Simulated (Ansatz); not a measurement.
## GaN: equation of state with PBEsol

The system is GaN.

```
Ga N
1.0
     0.00000    2.25350    2.25350
     2.25350    0.00000    2.25350
     2.25350    2.25350    0.00000
Ga N
1 1
Cartesian
  0.0000 0.0000 0.0000
  1.1268 1.1268 1.1268
```

The cell is a database's computed one.

```json
{
 "Program": "Ansatz 0.2.0",
 "Task": "equation of state",
 "Functional": "PBEsol",
 "Potentials or basis": "Ansatz PAW",
 "Cutoff": "420 eV",
 "Density cutoff": "1680 eV",
 "k mesh": "10 × 10 × 10",
 "Occupations": "fermi-dirac, width 0.05 eV",
 "Spin": "no spin polarisation"
}
```

```yaml
Equilibrium_volume: 11.38 Å³/atom
Bulk_modulus: 188 GPa
Pressure_derivative_of_the_bulk_modulus: 4.4
```

Energy against volume, from the lowest point:
| volume (Å³/atom) | energy (meV/atom) |
| --- | --- |
| 10.757 | 21.66 |
| 10.986 | 8.11 |
| 11.215 | 1.11 |
| 11.444 | 0.00 |
| 11.673 | 4.07 |
| 11.902 | 12.89 |
| 12.131 | 25.93 |

All runs of the series together: 7.4 s on 2 threads of Arm Neoverse V1, with other jobs on the host.
